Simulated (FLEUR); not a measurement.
# Ge (Fd-3m) in FLEUR: further runs

Runs on Ge. Level: PBEsol. Tasks: single point.

All numbers are computed with FLEUR MaX-R8.1 (later development tree); they aren't measurements. Logs are shortened: lines on timing, memory, paths and dates and some standing lists are left out, and cuts for length are marked.

**Measured values to compare with.**

“Temperature-dependent photoluminescence in Ge: experiment and theory”, 2020, arxiv:2003.00143 reports, for a bulk crystal of Ge at 0 K: band gap 0.744 eV (indirect).

The results are compared with them further down.

## Step 1: The crystal as given

It takes space group Fd-3m (No. 227, cubic). Conventional cell: a = 5.658 Å, b = 5.658 Å, c = 5.658 Å, α = 90.00°, β = 90.00°, γ = 90.00°. Ge (site symmetry -43m) is surrounded by 4 Ge at 2.45 Å.

## Step 2: Single point, PBEsol

inp.xml reads:

```xml
<?xml version="1.0" encoding="UTF-8" standalone="no"?>
<fleurInput fleurInputVersion="0.39">
   <comment>
      Ge                                                                                                  
   </comment>
   <calculationSetup>
      <cutoffs Kmax="4.71" Gmax="14.6" GmaxXC="14.6" numbands="0"/>
      <scfLoop itmax="60" minDistance="0.00001" maxIterBroyd="15" imix="Anderson" alpha="0.05" precondParam="0.0" spinf="2.0" sdNocoIR="T"/>
      <coreElectrons ctail="T" frcor="F" kcrel="0" coretail_lmax="0"/>
      <xcFunctional name="PBEs" relativisticCorrections="F"/>
      <magnetism jspins="1"/>
      <soc l_soc="F" theta="0.0" phi="0.0" spav="F"/>
      <expertModes spex="0" secvar="F"/>
      <geometryOptimization l_f="T" forcealpha="1.0" forcemix="BFGS" epsdisp="0.0005" epsforce="0.0002"/>
      <ldaU l_linMix="F" mixParam="0.05" spinf="1.0"/>
   </calculationSetup>
   <cell>
      <bzIntegration valenceElectrons="44.0" mode="hist" fermiSmearingEnergy="0.00183747">
         <kPointListSelection listName="default-1"/>
         <!-- k-points included here -->
         <xi:include xmlns:xi="http://www.w3.org/2001/XInclude" href="kpts.xml"> </xi:include>
      </bzIntegration>
      <!-- symmetry operations included here -->
      <xi:include xmlns:xi="http://www.w3.org/2001/XInclude" href="sym.xml"> </xi:include>
      <bulkLattice scale="1.0">
         <bravaisMatrix>
            <row-1>    0.0000000000000000     5.3458651311421859     5.3458651311421859</row-1>
            <row-2>    5.3458651311421859     0.0000000000000000     5.3458651311421859</row-2>
            <row-3>    5.3458651311421859     5.3458651311421859     0.0000000000000000</row-3>
         </bravaisMatrix>
      </bulkLattice>
   </cell>
   <atomSpecies>
      <species name="Germanium (Ge)" element="Ge" atomicNumber="32">
         <mtSphere radius="2.08" gridPoints="707" logIncrement="0.017"/>
         <atomicCutoffs lmax="9" lnonsphr="9"/>
         <electronConfig flipSpins="F">
            <coreConfig>(1s1/2) (2s1/2) (2p1/2) (2p3/2)</coreConfig>
            <valenceConfig>(3s1/2) (3p1/2) (3p3/2) (4s1/2) (3d3/2) (3d5/2) (4p1/2) (4p3/2)</valenceConfig>
            <stateOccupation state="(4p1/2)" spinUp="0.333333" spinDown="0.333333"/>
            <stateOccupation state="(4p3/2)" spinUp="0.666667" spinDown="0.666667"/>
         </electronConfig>
         <energyParameters s="4" p="4" d="3" f="4"/>
         <lo type="SCLO" l="0" n="3" eDeriv="0"/>
         <lo type="SCLO" l="1" n="3" eDeriv="0"/>
         <lo type="SCLO" l="1" n="3" eDeriv="1"/>
         <lo type="HELO" l="2" n="4" eDeriv="0"/>
         <lo type="HELO" l="2" n="4" eDeriv="1"/>
         <lo type="SCLO" l="3" n="4" eDeriv="2"/>
      </species>
   </atomSpecies>
   <atomGroups>
      <atomGroup species="Germanium (Ge)">
         <relPos label="                   1">-3.000/8.000 -3.000/8.000 -3.000/8.000</relPos>
         <relPos label="                   2">3.000/8.000 3.000/8.000 3.000/8.000</relPos>
         <force calculate="T" relaxXYZ="TTT"/>
      </atomGroup>
   </atomGroups>
   <output dos="F" band="F" slice="F">
      <checks vchk="F" cdinf="F"/>
      <bandDOS minEnergy="-.5*Htr" maxEnergy="0.5*Htr" sigma="0.015" storeEVData="T"/>
      <vacuumDOS vacdos="F" integ="F" star="F" nstars="0" locx1="0.0" locy1="0.0" locx2="0.0" locy2="0.0" nstm="0" tworkf="0.0"/>
      <unfoldingBand unfoldBand="F" supercellX="1" supercellY="1" supercellZ="1"/>
      <plotting iplot="0" polar="F">
         <plot TwoD="T" vec1="  1.0  0.0  0.0" vec2="  0.0  1.0  0.0" vec3="  0.0  0.0  1.0" zero="  0.0  0.0  0.0" file="plot"/>
      </plotting>
      <chargeDensitySlicing numkpt="0" minEigenval="0.0" maxEigenval="0.0" nnne="0" pallst="F"/>
      <specialOutput eonly="F"/>
      <moessbauerParams electricFieldGradient="T" isomerShift="T" coreHyperfine="T" valenceHyperfine="T"/>
      <magneticCircularDichroism mcd="F" energyLo="-10.0" energyUp="0.0"/>
   </output>
  <!-- We include the file relax.xml here to enable relaxations (see documentation) -->
  <xi:include xmlns:xi="http://www.w3.org/2001/XInclude" href="relax.xml"> <xi:fallback/> </xi:include>
</fleurInput>
```

crystal.txt reads:

```
Ge
&input cartesian=F /
0.0000000000  2.8289100000  2.8289100000
2.8289100000  0.0000000000  2.8289100000
2.8289100000  2.8289100000  0.0000000000
1.8897261246
1.0 1.0 1.0

2
32 0.7500000000  0.7500000000  0.7500000000
32 0.5000000000  0.5000000000  0.5000000000

&kpt div1=8 div2=8 div3=8 gamma=T /
```

Potentials or basis: all-electron, FLAPW.

Run with:

```
inpgen -f crystal.txt -profile fastHighL
# inp.xml edited to the form shown
fleur_MPI
```

The log of the run:

```text
Welcome to FLEUR        (www.flapw.de)
      MaX-Release 8.1          (www.max-centre.eu)

 ========== k-point set info ==========
 Selected k-point list: default-1
 k-point list type: mesh
 8 x 8 x 8
 Number of k points: 29

 ------------Calculation Setup---------------------------
 Number of MPI-tasks      :            1
 Number of PE/node        :            1
 Number of OMP-threads    :            1
 Most efficient MPI parallelization for:
           1          29
 Additional eigenvalue parallelization possible
 Number of basis functions:          637
 Approximate size of matrices (H+S) per k-point:         0.006 GB
 --------------------------------------------------------
 Iteration:     1   Distance:       6.41969489 me/bohr^3
 Iteration:     2   Distance:       6.00681778 me/bohr^3
 Iteration:     3   Distance:       2.32843190 me/bohr^3
 Iteration:     4   Distance:       0.33503572 me/bohr^3
 Iteration:     5   Distance:       0.34083443 me/bohr^3
 Iteration:     6   Distance:       0.04047632 me/bohr^3
 Iteration:     7   Distance:       0.02833358 me/bohr^3
 Iteration:     8   Distance:       0.00561489 me/bohr^3
 Iteration:     9   Distance:       0.00080459 me/bohr^3
 Iteration:    10   Distance:       0.00046816 me/bohr^3
 Iteration:    11   Distance:       0.00003812 me/bohr^3
 Iteration:    12   Distance:       0.00001213 me/bohr^3
 Iteration:    13   Distance:       0.00000166 me/bohr^3

 ********************************************************************
 Run finished successfully
 Stop message:
   Structural relaxation: Done
 ********************************************************************
```

out.xml (last iteration):

```text
<iteration numberForCurrentRun="   14" overallNumber="   14">
         <energyParameters units="Htr">
            <atomicEP atomType="1" spin="1" branch="4s" branchLowest="-5.78" branchHighest="1.19" value="-0.1768355753"/>
            <atomicEP atomType="1" spin="1" branch="4p" branchLowest="-3.84" branchHighest="1.92" value="0.0264745352"/>
            <atomicEP atomType="1" spin="1" branch="3d" branchLowest="-9.99" branchHighest="-0.64" value="-0.6715272249"/>
            <atomicEP atomType="1" spin="1" branch="4f" branchLowest="-9.99" branchHighest="3.86" value="0.3790280002"/>
            <loAtomicEP atomType="1" spin="1" branch="3s" branchLowest="-49.95" branchHighest="-5.78" value="-5.7771411395"/>
            <loAtomicEP atomType="1" spin="1" branch="3p" branchLowest="-43.61" branchHighest="-3.84" value="-3.8427809671"/>
            <loAtomicEP atomType="1" spin="1" branch="3p" branchLowest="-43.61" branchHighest="-3.84" value="-3.8427809671"/>
            <heloAtomicEP atomType="1" spin="1" branch="4d" branchLowest="2.28" branchHighest="2.28" value="2.2820304748"/>
            <heloAtomicEP atomType="1" spin="1" branch="4d" branchLowest="2.28" branchHighest="2.28" value="2.2820304748"/>
            <loAtomicEP atomType="1" spin="1" branch="4f" branchLowest="-9.99" branchHighest="3.86" value="0.3790315114"/>
         </energyParameters>
         <eigenvalues>
            <eigenvaluesAt spin="1" ikpt="1" k_x="0.00000000" k_y="0.00000000" k_z="0.00000000">
                      -5.7771812520       -5.7770936055       -3.8408324668       -3.8408324668       -3.8408324668
                      -3.8405109907       -3.8405109907       -3.8405109907       -0.6841137815       -0.6841137815
                      -0.6841137815       -0.6827827357       -0.6827827357       -0.6750019999       -0.6750019999
                      -0.6750019999       -0.6745404458       -0.6745404458       -0.2420598151        0.2279204737
                       0.2281082013        0.2281082013        0.2281082013        0.3209837837        0.3209837837
                       0.3209837837        0.4571774578        0.5745023978        0.5745023978        0.6202445260
                       0.6202445260        0.6202445260        0.7275051162        1.1492954355
            </eigenvaluesAt>
            <eigenvaluesAt spin="1" ikpt="2" k_x="0.00000000" k_y="0.00000000" k_z="0.12500000">
                      -5.7771787651       -5.7770960788       -3.8408355225       -3.8408355225       -3.8408271666
                      -3.8405161765       -3.8405076482       -3.8405076482       -0.6844108130       -0.6844108130
                      -0.6840229281       -0.6823631773       -0.6823631773       -0.6754538410       -0.6754538410
                      -0.6751102358       -0.6741499700       -0.6741499700       -0.2350519820        0.1409726013
                       0.2157252549        0.2157252549        0.2649916249        0.3375149103        0.3375149103
                       0.3548614469        0.4922659374        0.5406010226        0.5406010226        0.5944278463
                       0.6805672429        0.6805672429        0.7805287860        1.0326994153
            </eigenvaluesAt>
            <eigenvaluesAt spin="1" ikpt="3" k_x="0.00000000" k_y="0.00000000" k_z="0.25000000">
                      -5.7771720795       -5.7771027805       -3.8408426546       -3.8408426546       -3.8408138573
                      -3.8405289701       -3.8405005036       -3.8405005036       -0.6847834430       -0.6847834430
                      -0.6837877942       -0.6817300785       -0.6817300785       -0.6759667729       -0.6759667729
                      -0.6753784101       -0.6737641741       -0.6737641741       -0.2147117523        0.0540567965
                       0.1955712253        0.1955712253        0.2508690055        0.3605686449        0.3605686449
                       0.4330382698        0.5168722557        0.5313668051        0.5313668051        0.6239103108
                       0.7778124410        0.7778124410        0.8805940610        0.8947460179
            </eigenvaluesAt>
            <eigenvaluesAt spin="1" ikpt="4" k_x="0.00000000" k_y="0.00000000" k_z="0.37500000">
                      -5.7771637327       -5.7771111716       -3.8408501249       -3.8408501249       -3.8407991917
                      -3.8405437695       -3.8404933656       -3.8404933656       -0.6849626411       -0.6849626411
                      -0.6835523454       -0.6813524099       -0.6813524099       -0.6762352971       -0.6762352971
                      -0.6756576710       -0.6735645654       -0.6735645654       -0.1848773471       -0.0178907638
                       0.1813307021        0.1813307021        0.2373900932        0.3656083288        0.3656083288
                       0.4894478650        0.5296569213        0.5747791491        0.5747791491        0.6906649715
                       0.7693862565        0.7693862565        0.8409203365        0.8970406795
            </eigenvaluesAt>
         </eigenvalues>
         <bandgap value="0.0000000000" units="eV"/>
         <sumValenceSingleParticleEnergies value="-82.6185516883" units="Htr"/>
         <FermiEnergy value="0.2289226576" units="Htr"/>
         <valenceDensity>
            <mtCharges spin="1">
               <mtCharge atomType="1" total="19.7754449" s="2.9200549" p="6.9102079" d="9.9396249" f="0.0044772"/>
            </mtCharges>
            <spinDependentCharge spin="1" total="44.0000000" interstitial="4.4491102" mtSpheres="39.5508898"/>
            <totalCharge value="44.0000000000"/>
         </valenceDensity>
         <coreStates atomType="     1" atomicNumber=" 32" spin="1" kinEnergy="   1816.7141847431" eigValSum="  -1165.5823874859" lostElectrons=" 0.000000">
            <state n="1" l="0" j="0.5" energy="-401.9699058509" weight="1.0000000000"/>
            <state n="2" l="0" j="0.5" energy="-49.9540975999" weight="1.0000000000"/>
            <state n="2" l="1" j="0.5" energy="-44.4023192629" weight="1.0000000000"/>
            <state n="2" l="1" j="1.5" energy="-43.2324355146" weight="2.0000000000"/>
         </coreStates>
         <allElectronCharges>
            <spinDependentCharge spin="1" total="64.0000000" interstitial="4.4491102" mtSpheres="59.5508898"/>
            <totalCharge value="64.0000000005"/>
         </allElectronCharges>
         <moessbauerParams unitsHFF="kG" unitsIS="e/bohr^3" unitsEFG="Htr/bohr^2">
            <coreIsomerShift atomType="1" isTotal="31396.11803">
               <shell n="1" l="0" isomerShift="28504.49618"/>
               <shell n="2" l="0" isomerShift="2866.43874"/>
               <shell n="2" l="1" isomerShift="25.18311"/>
            </coreIsomerShift>
            <isomerShift atomType="1" nucleusRadius="0.0000986" averageDensity="31864.19737"/>
            <electricFieldGradient atomType="1" VXX="0.00000" VYY="0.00000" VZZ="0.00000" asymParam="0.00000">
            </electricFieldGradient>
         </moessbauerParams>
         <totalEnergy                                    value="    -4195.1204900219" units="Htr">
            <sumOfEigenvalues                            value="    -2413.7833266601">
               <coreElectrons value="-2331.1647749718"/>
               <valenceElectrons value="-82.6185516883"/>
            </sumOfEigenvalues>
            <densityCoulombPotentialIntegral value="-6491.0625954718"/>
            <densityEffectivePotentialIntegral value="-6696.2262132761"/>
            <chargeDenXCDenIntegral value="-156.4090758302"/>
            <FockExchangeEnergyValence value="0.0000000000"/>
            <FockExchangeEnergyCore value="0.0000000000"/>
            <atomTypeDependentContributions atomType="1">
               <electronNucleiInteractionDifferentMTs value="5039.7140749945"/>
               <MadelungTerm value="-35.9089280773"/>
            </atomTypeDependentContributions>
            <tkbTimesEntropy value="0.0000337519"/>
            <freeEnergy value="-4195.1205237738"/>
            <extrapolationTo0K value="-4195.1205068979"/>
         </totalEnergy>
         <totalForcesOnRepresentativeAtoms units="Htr/bohr">
            <forceTotal atomType="1" x="-4.009399" y="-4.009399" z="-4.009399" F_x="0.00000000" F_y="0.00000000" F_z="0.00000000"/>
         </totalForcesOnRepresentativeAtoms>
      </iteration>
```

It took 57 s on 1 thread of Arm Neoverse V2, shared host; peak memory 0.06 GiB.

Results:

* Free energy: -114155.0449 eV
* Band gap on the k mesh: none (metal or under the smearing width)
* Valence electrons inside the program's atomic spheres: Ge 19.78 (radii Ge 2.08 bohr)

Core levels (eV from the Fermi level):
```
atom                                                       levels
1 Ge  1s1/2 -10944.4, 2s1/2 -1365.5, 2p1/2 -1214.5, 2p3/2 -1182.6
2 Ge  1s1/2 -10944.4, 2s1/2 -1365.5, 2p1/2 -1214.5, 2p3/2 -1182.6
```

Caveat: this crystal is a semiconductor, whose small gap the functional closes, so the metal is an error of the method.

## Step 3: Single point, PBEsol (atoms moved at random, drawn with an rms of 0.05 Å)

Edit inp.xml of step 2 so:

```diff
@@ -34,4 +34,4 @@
       <species name="Germanium (Ge)" element="Ge" atomicNumber="32">
-         <mtSphere radius="2.08" gridPoints="707" logIncrement="0.017"/>
-         <atomicCutoffs lmax="9" lnonsphr="9"/>
+         <mtSphere radius="2.08" gridPoints="691" logIncrement="0.018"/>
+         <atomicCutoffs lmax="8" lnonsphr="8"/>
          <electronConfig flipSpins="F">
@@ -53,4 +53,4 @@
       <atomGroup species="Germanium (Ge)">
-         <relPos label="                   1">-3.000/8.000 -3.000/8.000 -3.000/8.000</relPos>
-         <relPos label="                   2">3.000/8.000 3.000/8.000 3.000/8.000</relPos>
+         <relPos label="                   1">-.3662395000 -.3780695000 -.3784055000</relPos>
+         <relPos label="                   2">.3662395000 .3780695000 .3784055000</relPos>
          <force calculate="T" relaxXYZ="TTT"/>
```

Edit crystal.txt of step 2 so:

```diff
@@ -9,4 +9,4 @@
 2
-32 0.7500000000  0.7500000000  0.7500000000
-32 0.5000000000  0.5000000000  0.5000000000
+32 0.7609660000  0.7332560000  0.7533390000
+32 0.4934450000  0.4893950000  0.5101500000
```

Potentials or basis: all-electron, FLAPW.

Run with:

```
inpgen -f crystal.txt -profile fastHighL
# inp.xml edited to the form shown
fleur_MPI
```

The log of the run:

```text
Welcome to FLEUR        (www.flapw.de)
      MaX-Release 8.1          (www.max-centre.eu)

 ========== k-point set info ==========
 Selected k-point list: default-1
 k-point list type: mesh
 8 x 8 x 8
 Number of k points: 260

 ------------Calculation Setup---------------------------
 Number of MPI-tasks      :            1
 Number of PE/node        :            1
 Number of OMP-threads    :            1
 Most efficient MPI parallelization for:
           1           2           4           5          10          13          20          26          52          65         130         260
 Additional eigenvalue parallelization possible
 Number of basis functions:          637
 Approximate size of matrices (H+S) per k-point:         0.006 GB
 --------------------------------------------------------
 Iteration:     1   Distance:       6.51878498 me/bohr^3
 Iteration:     2   Distance:       6.10016933 me/bohr^3
 Iteration:     3   Distance:       2.33262403 me/bohr^3
 Iteration:     4   Distance:       0.33024002 me/bohr^3
 Iteration:     5   Distance:       0.33049152 me/bohr^3
 Iteration:     6   Distance:       0.04245749 me/bohr^3
 Iteration:     7   Distance:       0.02420324 me/bohr^3
 Iteration:     8   Distance:       0.00720947 me/bohr^3
 Iteration:     9   Distance:       0.00165100 me/bohr^3
 Iteration:    10   Distance:       0.00135732 me/bohr^3
 Iteration:    11   Distance:       0.00020618 me/bohr^3
 Iteration:    12   Distance:       0.00001241 me/bohr^3
 Iteration:    13   Distance:       0.00002050 me/bohr^3
 Iteration:    14   Distance:       0.00000224 me/bohr^3
 Reset of history

 ********************************************************************
 Run finished successfully
 Stop message:
   Structural relaxation: new displacements generated
 ********************************************************************
```

Run time: 9.5 min. Hardware: 1 thread of Arm Neoverse V2, shared host; peak memory 0.13 GiB.

What came out:

```
Free energy                                           : -114155.0259 eV
Largest force                                         : 0.687 eV/Å
Band gap on the k mesh                                : none (metal or under the smearing width)
Valence electrons inside the program's atomic spheres : Ge 19.78 (radii Ge 2.08 bohr)
```

Forces on the atoms (eV/Å):
```
Ge   0.432 -0.368 -0.387
Ge  -0.432  0.368  0.387
```

Levels at points of the mesh, in eV from the Fermi level:
| k point | band 20 | band 21 | band 22 | band 23 | band 24 | band 25 |
| --- | --- | --- | --- | --- | --- | --- |
| (0.00, 0.00, 0.00) | -0.34 | -0.04 | 0.10 | 0.14 | 2.36 | 2.38 |
| (0.00, 0.00, 0.50) | -7.55 | -1.61 | -1.29 | 0.03 | 3.41 | 3.86 |
| (0.00, 0.50, 0.00) | -7.56 | -1.62 | -1.29 | 0.03 | 3.41 | 3.87 |
| (0.00, 0.50, 0.50) | -8.81 | -3.17 | -3.07 | 0.52 | 0.73 | 9.37 |
| (0.50, 0.00, 0.00) | -7.95 | -1.43 | -1.40 | 0.23 | 3.72 | 3.76 |
| (0.50, 0.00, 0.50) | -8.83 | -3.16 | -3.08 | 0.53 | 0.71 | 9.38 |
| (0.50, 0.50, 0.00) | -8.82 | -3.16 | -3.08 | 0.53 | 0.72 | 9.37 |
| (0.50, 0.50, 0.50) | -7.59 | -1.62 | -1.28 | 0.04 | 3.41 | 3.88 |

Core levels (eV from the Fermi level):
| atom | levels |
| --- | --- |
| 1 Ge | 1s1/2 -10944.4, 2s1/2 -1365.6, 2p1/2 -1214.5, 2p3/2 -1182.7 |
| 2 Ge | 1s1/2 -10944.4, 2s1/2 -1365.6, 2p1/2 -1214.5, 2p3/2 -1182.7 |

## Step 4: Against experiment

Step 2. Measured gap of Ge: 0.744 eV (indirect; 0 K; “Temperature-dependent photoluminescence in Ge: experiment and theory”, 2020, arxiv:2003.00143). This calculation gives 0.00 eV (-0.74 eV). 3 values of this kind are on record (0.666 to 0.807 eV); this one was drawn at random among those near their median. Spin-orbit coupling on Ge is left out. The value is that of PBEsol on a finite k mesh, which can miss the band edges, without temperature or zero-point motion. Semilocal functionals fall short of measured gaps as a rule.
